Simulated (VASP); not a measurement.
# Ta2N (P-31m) in VASP: a series of runs

One crystal, Ta2N, is run at these levels: PBE; tasks: single point.

Program: VASP 6.6.1. These are calculated values, not measurements. Logs are shortened: lines on timing, memory, paths and dates and some standing lists are left out, and cuts for length are marked.

### Step 1. The structure

It takes space group P-31m (No. 162, trigonal). Conventional cell: a = 5.314 Å, b = 5.314 Å, c = 4.956 Å, α = 90.00°, β = 90.00°, γ = 120.00°. Ta (site symmetry m) has 3 N at 2.15 to 2.17 Å as nearest neighbours. N (site symmetry 32) is surrounded by 6 Ta at 2.17 Å. N (site symmetry -3m) has 6 Ta at 2.15 Å as nearest neighbours.

The cell comes from a database or a generator and needn't be the stable form of this composition.

### Step 2. Single point, PBE

INCAR

```
SYSTEM = Ta2N
PREC = Accurate
ENCUT = 520
EDIFF = 1E-6
ISMEAR = 0
SIGMA = 0.1
LREAL = .False.
LASPH = .True.
NELM = 100
ALGO = Fast
ISIF = 2
LWAVE = .False.
LCHARG = .False.
GGA = PE
NBANDS = 50
```

KPOINTS

```
regular mesh
0
Gamma
  9 9 8
  0 0 0
```

POSCAR

```
Ta2N
1.0
    5.3139128813      0.0000000029      0.0000000000
   -2.6569564432      4.6019835473      0.0000000000
    0.0000000000      0.0000000000      4.9559881520
Ta N
6 3
Direct
    0.6670496934      0.6670496934      0.7528937483
    0.0000000000      0.3329503066      0.7528937483
    0.3329503066      0.0000000000      0.7528937483
    0.3329503066      0.3329503066      0.2471062517
    0.0000000000      0.6670496934      0.2471062517
    0.6670496934      0.0000000000      0.2471062517
    0.6666666667      0.3333333333      0.5000000000
    0.3333333333      0.6666666667      0.5000000000
    0.0000000000      0.0000000000      0.0000000000
```

Potentials or basis: VASP PAW PBE potentials, release 64 (Ta_pv, N).

Started as:

```
$ cat potpaw_PBE.64/Ta_pv/POTCAR potpaw_PBE.64/N/POTCAR > POTCAR
$ mpirun -np 1 vasp_std > vasp.out
```

OUTCAR:

```text
SYSTEM = Ta2N
   PREC = Accurate
   ENCUT = 520
   EDIFF = 1E-6
   ISMEAR = 0
   LREAL = .False.
   LASPH = .True.
   NELM = 100
   ISIF = 2
   GGA = PE

 ion  position               nearest neighbor table
   1  0.667  0.667  0.753-   9 2.15   8 2.17   7 2.17   5 3.02   6 3.02   4 3.03   3 3.06   2 3.06
                             5 3.07   6 3.07   2 3.07   3 3.07   2 3.07   3 3.07   4 3.07
   2  0.000  0.333  0.753-   9 2.15   7 2.17   8 2.17   4 3.02   6 3.02   5 3.03   3 3.06   1 3.06
                             4 3.07   6 3.07   3 3.07   1 3.07   1 3.07   3 3.07   5 3.07
   3  0.333  0.000  0.753-   9 2.15   8 2.17   7 2.17   5 3.02   4 3.02   6 3.03   1 3.06   2 3.06
                             5 3.07   4 3.07   2 3.07   1 3.07   1 3.07   2 3.07   6 3.07
   4  0.333  0.333  0.247-   9 2.15   7 2.17   8 2.17   2 3.02   3 3.02   1 3.03   6 3.06   5 3.06
                             2 3.07   3 3.07   5 3.07   6 3.07   5 3.07   6 3.07   1 3.07
   5  0.000  0.667  0.247-   9 2.15   8 2.17   7 2.17   1 3.02   3 3.02   2 3.03   6 3.06   4 3.06
                             1 3.07   3 3.07   6 3.07   4 3.07   4 3.07   6 3.07   2 3.07
   6  0.667  0.000  0.247-   9 2.15   7 2.17   8 2.17   2 3.02   1 3.02   3 3.03   4 3.06   5 3.06
                             2 3.07   1 3.07   5 3.07   4 3.07   4 3.07   5 3.07   3 3.07
   7  0.667  0.333  0.500-   2 2.17   6 2.17   3 2.17   5 2.17   4 2.17   1 2.17
   8  0.333  0.667  0.500-   5 2.17   3 2.17   6 2.17   2 2.17   1 2.17   4 2.17
   9  0.000  0.000  0.000-   3 2.15   6 2.15   4 2.15   1 2.15   5 2.15   2 2.15

  LATTYP: Found a hexagonal cell.
 ALAT       =     5.3139128813
 C/A-ratio  =     0.9326438470

  Lattice vectors:

 A1 = (   5.3139128813,   0.0000000029,   0.0000000000)
 A2 = (  -2.6569564432,   4.6019835473,   0.0000000000)
 A3 = (   0.0000000000,   0.0000000000,   4.9559881520)

Analysis of symmetry for initial positions (statically):
=====================================================================
 Subroutine PRICEL returns:
 Original cell was already a primitive cell.

 Routine SETGRP: Setting up the symmetry group for a
 hexagonal supercell.

 Subroutine GETGRP returns: Found 12 space group operations
 (whereof 12 operations were pure point group operations)
 out of a pool of 24 trial point group operations.

The static configuration has the point symmetry D_3d.

Analysis of symmetry for dynamics (positions and initial velocities):
=====================================================================
 Subroutine PRICEL returns:
 Original cell was already a primitive cell.

 Routine SETGRP: Setting up the symmetry group for a
 hexagonal supercell.

 Subroutine GETGRP returns: Found 12 space group operations
 (whereof 12 operations were pure point group operations)
 out of a pool of 24 trial point group operations.

The dynamic configuration has the point symmetry D_3d.

 Subroutine INISYM returns: Found 12 space group operations
 (whereof 12 operations are pure point group operations),
 and found     1 'primitive' translations

----------------------------------------------------------------------------------------

                                     Primitive cell

  volume of cell :     121.1964

  direct lattice vectors                    reciprocal lattice vectors
     5.313912881  0.000000003  0.000000000     0.188185245  0.108648802  0.000000000
    -2.656956443  4.601983547  0.000000000    -0.000000000  0.217297604  0.000000000
     0.000000000  0.000000000  4.955988152     0.000000000  0.000000000  0.201776108

  length of vectors
     5.313912881  5.313912881  4.955988152     0.217297604  0.217297604  0.201776108

  position of ions in fractional coordinates (direct lattice)
     0.667049693  0.667049693  0.752893748
     0.000000000  0.332950307  0.752893748
     0.332950307  0.000000000  0.752893748
     0.332950307  0.332950307  0.247106252
     0.000000000  0.667049693  0.247106252
     0.667049693  0.000000000  0.247106252
     0.666666667  0.333333333  0.500000000
     0.333333333  0.666666667  0.500000000
     0.000000000  0.000000000  0.000000000

  ion indices of the primitive-cell ions
   primitive index   ion index
                 1           1
                 2           2
                 3           3
                 4           4
                 5           5
                 6           6
                 7           7
                 8           8
                 9           9

----------------------------------------------------------------------------------------

 KPOINTS: regular mesh

Automatic generation of k-mesh.
 Grid dimensions read from file:
 generate k-points for:    9    9    8

 Generating k-lattice:

  Cartesian coordinates                     Fractional coordinates (reciprocal lattice)
     0.020909472  0.012072089  0.000000000     0.111111111  0.000000000  0.000000000
    -0.000000000  0.024144178  0.000000000     0.000000000  0.111111111  0.000000000
     0.000000000  0.000000000  0.025222013     0.000000000  0.000000000  0.125000000

  Length of vectors
     0.024144178  0.024144178  0.025222013

  Shift w.r.t. Gamma in fractional coordinates (k-lattice)
     0.000000000  0.000000000  0.000000000

 Subroutine IBZKPT returns following result:
 ===========================================

 Found     81 irreducible k-points:

 Following reciprocal coordinates:
            Coordinates               Weight
  0.000000  0.000000  0.000000      1.000000
  0.111111 -0.000000  0.000000      6.000000
  0.222222  0.000000  0.000000      6.000000
  0.333333  0.000000  0.000000      6.000000
  0.444444  0.000000  0.000000      6.000000
  0.111111  0.111111  0.000000      6.000000
[... 16 lines left out ...]
 -0.111111  0.444444  0.125000     12.000000
  0.444444  0.111111  0.125000      6.000000
 [... further k-points ...]
   k-points           NKPTS =     81   k-points in BZ     NKDIM =     81   number of bands    NBANDS=     50
   number of dos      NEDOS =    301   number of ions     NIONS =      9
   total plane-waves  NPLWV =  64000
   dimension x,y,z NGX =    40 NGY =   40 NGZ =   40
   dimension x,y,z NGXF=    80 NGYF=   80 NGZF=   80
   ions per type =               6   3
   NGX,Y,Z   is equivalent  to a cutoff of  12.51, 12.51, 13.42 a.u.
   NGXF,Y,Z  is equivalent  to a cutoff of  25.03, 25.03, 26.84 a.u.
 SYSTEM =  Ta2N
   PREC   = accura    normal or accurate (medium, high low for compatibility)
   ISTART =      0    job   : 0-new  1-cont  2-samecut
   ICHARG =      2    charge: 1-file 2-atom 10-const
   ISPIN  =      1    spin polarized calculation?
   LNONCOLLINEAR =      F non collinear calculations
   LSORBIT =      F    spin-orbit coupling
   LASPH  =      T    aspherical Exc in radial PAW
   ENCUT  =  520.0 eV  38.22 Ry    6.18 a.u.   9.88  9.88  9.21*2*pi/ulx,y,z
   NELM   =    100;   NELMIN=  2; NELMDL= -5     # of ELM steps
   EDIFF  = 0.1E-05   stopping-criterion for ELM
   LREAL  =      F    real-space projection
   EDIFFG = 0.1E-04   stopping-criterion for IOM
   NSW    =      0    number of steps for IOM
   IBRION =     -1    ionic relax: 0-MD 1-quasi-New 2-CG
   NFREE  =      0    steps in history (QN), initial steepest desc. (CG)
   ISIF   =      2    stress and relaxation
   ISYM   =      2    0-nonsym 1-usesym 2-fastsym
   POTIM  = 0.5000    time-step for ionic-motion
   TEBEG  =    0.0;   TEEND  =   0.0 temperature during run
   PSTRESS=    0.0 pullay stress
   NELECT =      81.0000    total number of electrons
   NUPDOWN=      -1.0000    fix difference up-down
   EMIN   =  10.00;   EMAX   =-10.00  energy-range for DOS
   EFERMI =   0.00;   METHOD = LEGACY
   ISMEAR =     0;   SIGMA  =   0.10  broadening in eV -4-tet -1-fermi 0-gaus
   EFERMI_NEDOS =   21; number of points for ismear=-14 and -15
   IALGO  =     68    algorithm
   IMIX   =      4    mixing-type and parameters
     AMIX     =   0.40;   BMIX     =  1.00
     AMIX_MAG =   1.60;   BMIX_MAG =  1.00
  volume/ion in A,a.u.               =      13.47        90.87
  Fermi-wavevector in a.u.,A,eV,Ry     =   1.431330  2.704822 27.874350  2.048707
  Thomas-Fermi vector in A             =   2.551079
   LORBIT       =      0    0 simple, 1 ext, 2 COOP (PROOUT), +10 PAW based schemes
   GGA     = PE    functional components
   LHFCALC =     F    Hartree Fock is set to
   AEXX    =    0.0000 exact exchange contribution
   IVDW    =     0    specifies the selected vdW correction
   LEPSILON=     F    determine dielectric tensor
   LRPA    =     F    only Hartree local field effects (RPA)
 non-spin polarized calculation
 RMM-DIIS sequential band-by-band and
 Gauss-broadening in eV      SIGMA  =   0.10
  energy-cutoff  :      520.00
  volume of cell :      121.20
 maximum number of plane-waves:      3294
   NGX = 19   NGY = 19   NGZ = 19

 number of electron      81.0000002 magnetization

 Free energy of the ion-electron system (eV)
  ---------------------------------------------------
  ext. energy  EPLUGINS =         0.00000000
  ---------------------------------------------------
  free energy    TOTEN  =      -104.16487721 eV

  energy without entropy =     -104.15149643  energy(sigma->0) =     -104.15818682

 E-fermi :   7.4027     XC(G=0): -12.9026

 val. band max:        7.3951216761   @ k =   0.3333   0.0000   0.0000
 cond. band min:       7.4235118618   @ k =   0.4444   0.0000   0.1250
 fundamental gap:      0.0283901857
 Fermi energy:         7.4026706074

 k-point     1 :       0.0000    0.0000    0.0000
  band No.  band energies     occupation
      1     -28.3379      2.00000
      2     -27.9713      2.00000
      3     -27.8213      2.00000
      4     -27.8213      2.00000
      5     -27.8027      2.00000
      6     -27.8027      2.00000
[... 42 lines left out ...]
     49      10.3078      0.00000
     50      10.9214      0.00000

 k-point     2 :       0.1111   -0.0000    0.0000
  band No.  band energies     occupation
      1     -28.3267      2.00000
      2     -27.9853      2.00000
      3     -27.8573      2.00000
      4     -27.8503      2.00000
      5     -27.8127      2.00000
      6     -27.7718      2.00000
[... 1158 lines left out ...]
 k-point    24 :       0.4444    0.1111    0.1250
  band No.  band energies     occupation
      1     -28.2089      2.00000
      2     -28.0133      2.00000
      3     -27.9416      2.00000
      4     -27.8973      2.00000
      5     -27.8485      2.00000
      6     -27.7619      2.00000
[... 42 lines left out ...]
     49      10.3668      0.00000
     50      10.7480      0.00000

 [... further k-points ...]
[... 5 lines left out ...]
  --------------------------------------------------------------------------------------
  -------------------------------------------------------------------------------------
  Total        0.3875963      0.3875963      0.3586836     -0.0000000      0.0000000     -0.0000000
  in kB        5.1238983      5.1238983      4.7416814     -0.0000000      0.0000000     -0.0000000
  external PRESSURE =       4.9964926 kB  Pullay stress =       0.0000000 kB

 VOLUME and BASIS-vectors are now :
 -----------------------------------------------------------------------------
  energy-cutoff  :      520.00
  volume of cell :      121.20
      direct lattice vectors                 reciprocal lattice vectors
     5.313912881  0.000000003  0.000000000     0.188185245  0.108648802  0.000000000
    -2.656956443  4.601983547  0.000000000    -0.000000000  0.217297604  0.000000000
     0.000000000  0.000000000  4.955988152     0.000000000  0.000000000  0.201776108

 POSITION                                       TOTAL-FORCE (eV/Angst)
 -----------------------------------------------------------------------------------
      1.77232      3.06975      3.73133        -0.001836     -0.003180      0.013966
     -0.88463      1.53223      3.73133        -0.001836      0.003180      0.013966
      1.76927      0.00000      3.73133         0.003672      0.000000      0.013966
      0.88463      1.53223      1.22466         0.001836      0.003180     -0.013966
     -1.77232      3.06975      1.22466         0.001836     -0.003180     -0.013966
      3.54464      0.00000      1.22466        -0.003672     -0.000000     -0.013966
      2.65696      1.53399      2.47799        -0.000000     -0.000000     -0.000000
     -0.00000      3.06799      2.47799        -0.000000      0.000000     -0.000000
      0.00000      0.00000      0.00000        -0.000000      0.000000     -0.000000
 -----------------------------------------------------------------------------------
    total drift:                               -0.000000      0.000000     -0.000000

  FREE ENERGIE OF THE ION-ELECTRON SYSTEM (eV)
  ---------------------------------------------------
  free  energy   TOTEN  =      -104.1648772117 eV

  energy  without entropy=     -104.1514964286  energy(sigma->0) =     -104.15818682
```

Wall time 7.6 min (1 thread of Intel Xeon 6975P-C (Granite Rapids), shared host); peak memory 0.49 GiB.

Results:

```yaml
Free_energy: -104.1649 eV
Pressure: 0.5 GPa
Largest_force: 0.014 eV/Å
Band_gap_on_the_k_mesh: none (metal or under the smearing width)
```

Forces in eV/Å, atoms in the order of the input:
```
Ta  -0.002 -0.003  0.014
Ta  -0.002  0.003  0.014
Ta   0.004  0.000  0.014
Ta   0.002  0.003 -0.014
Ta   0.002 -0.003 -0.014
Ta  -0.004  0.000 -0.014
N    0.000  0.000  0.000
N    0.000  0.000  0.000
N    0.000  0.000  0.000
```

Levels at points of the mesh, in eV from the Fermi level:
| k point | band 38 | band 39 | band 40 | band 41 | band 42 | band 43 | band 44 | band 45 |
| --- | --- | --- | --- | --- | --- | --- | --- | --- |
| (0.00, 0.00, 0.00) | -0.79 | -0.47 | -0.47 | -0.37 | -0.10 | -0.10 | 0.70 | 0.70 |
| (0.00, 0.00, 0.50) | -1.74 | -1.38 | -1.38 | -0.95 | 0.60 | 0.60 | 0.83 | 2.02 |

The run has no spin-orbit coupling, so splittings on Ta are missing.

### Step 3. Single point, PBE

This run uses another cell than the first one, of 13.33 Å³/atom, 0.990 times its volume.

INCAR

```
PREC     = Accurate       # precision mode
ENCUT    = 520            # plane-wave cutoff, eV
EDIFF    = 1E-6           # SCF threshold, eV
ISMEAR   = 0              # smearing method
SIGMA    = 0.1            # smearing width, eV
LREAL    = False          # projectors in reciprocal space
LASPH    = True           # aspherical terms in the spheres
NELM     = 100            # most SCF steps
ALGO     = Fast           # electronic algorithm
ISIF     = 2              # what is computed and relaxed
LWAVE    = False          # write WAVECAR
LCHARG   = True           # write CHGCAR
GGA      = PE             # functional
LELF     = True           # ELF
LVHAR    = True         
NBANDS   = 50             # bands
```

KPOINTS

```
regular mesh
0
Gamma
  6 6 4
```

POSCAR

```
Ta2N
1.0
    5.2965720500      0.0000000000      0.0000000000
   -2.6482860300      4.5869659500      0.0000000000
    0.0000000000      0.0000000000      4.9391825700
Ta N
6 3
Direct
    0.6663616800      0.6663616800      0.7536182600
    0.0000000000      0.3336383200      0.7536182600
    0.3336383200      0.0000000000      0.7536182600
    0.3336383200      0.3336383200      0.2463817400
    0.0000000000      0.6663616800      0.2463817400
    0.6663616800      0.0000000000      0.2463817400
    0.6666666700      0.3333333300      0.5000000000
    0.3333333300      0.6666666700      0.5000000000
    0.0000000000      0.0000000000      0.0000000000
```

Potentials or basis: VASP PAW PBE potentials, release 64 (Ta_pv, N).

Started as:

```
$ cat potpaw_PBE.64/Ta_pv/POTCAR potpaw_PBE.64/N/POTCAR > POTCAR
$ mpirun -np 1 vasp_std > vasp.out
```

It took 2.5 min on 1 thread of Intel Xeon 6975P-C (Granite Rapids), shared host; peak memory 0.29 GiB.

It converged, with:

```yaml
Free_energy: -104.1902 eV
Pressure: 3.3 GPa
Largest_force: 0.038 eV/Å
Band_gap_on_the_k_mesh: none (metal or under the smearing width)
```

Forces on the atoms (eV/Å):
```
Ta   0.018  0.031 -0.011
Ta   0.018 -0.031 -0.011
Ta  -0.036  0.000 -0.011
Ta  -0.018 -0.031  0.011
Ta  -0.018  0.031  0.011
Ta   0.036  0.000  0.011
N    0.000  0.000  0.000
N    0.000  0.000  0.000
N    0.000  0.000  0.000
```

Stress tensor (GPa, compression positive):
```
3.44 0.00 0.00
0.00 3.44 0.00
0.00 0.00 3.05
```

Levels at points of the mesh, in eV from the Fermi level:
```csv
k point,band 38,band 39,band 40,band 41,band 42,band 43,band 44,band 45
"(0.00, 0.00, 0.00)",-0.75,-0.45,-0.45,-0.33,-0.06,-0.06,0.75,0.75
"(0.50, 0.00, 0.00)",-1.93,-1.37,0.41,0.62,0.99,1.03,1.84,2.30
"(0.00, 0.00, 0.50)",-1.70,-1.35,-1.35,-0.89,0.68,0.68,0.90,2.08
"(0.50, 0.00, 0.50)",-1.22,-1.17,-0.72,-0.07,0.19,0.20,0.66,1.02
```
